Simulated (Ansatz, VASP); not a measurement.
**Cl in VASP and in Ansatz**

The input INCAR:

```
  ALGO = Normal
  EDIFF = 1E-6
  ENCUT = 520
  GGA = PE
  ISIF = 2
  ISMEAR = -1
  LASPH = T
  LCHARG = F
  LREAL = F
  LWAVE = F
  NBANDS = 10
  NELM = 60
  PREC = Accurate
  SIGMA = 0.05
```

The input KPOINTS:

```
k-points
0
Gamma
  15 15 15
```

The input POSCAR:

```
Cl
1.0
    0.0000000000      2.0400587291      2.0400587291
    2.0400587291      0.0000000000      2.0400587291
    2.0400587291      2.0400587291      0.0000000000
Cl
1
Direct
    0.0000000000      0.0000000000      0.0000000000
```

Input for Ansatz:

```yaml
crystal:
  lattice:
    - [0.0, 2.0400587291, 2.0400587291]
    - [2.0400587291, 0.0, 2.0400587291]
    - [2.0400587291, 2.0400587291, 0.0]
  atoms:
    - { symbol: Cl, position: [0.0, 0.0, 0.0] }
kpoints:
  mp_grid: { grid: [15, 15, 15] }
scf:
  occupations: { method: fermi_dirac, width: 0.05 }
hamiltonian:
  xc: pbe
  pseudopotentials: { kind: all_electron, lapw: { basis_error: 0.001 } }
output:
  forces: true
  stress: true
  eigenvalues: true
  populations: true
```

Change from the starting cell: volume scaled by 0.8, LAPW.

Alike in both runs: task single point; functional PBE; k mesh 15 × 15 × 15; occupations fermi-dirac, width 0.05 eV; no spin polarisation.

```csv
,VASP,Ansatz
version,VASP 6.6.1,Ansatz 0.2.0
potentials or method,"VASP PAW PBE potentials, release 64 (Cl)","all-electron LAPW, scalar-relativistic"
plane-wave cutoff (eV),520,see its input
```

```tsv
	VASP	Ansatz	Ansatz less VASP
pressure (GPa)	12.1	12.3	+0.20
```

Ansatz ran all-electron here, so the differences hold the error of VASP's frozen core and of both bases.

Caveats: an odd number of electrons without spin polarisation forces a metal; a magnetic or distorted state may lie lower.
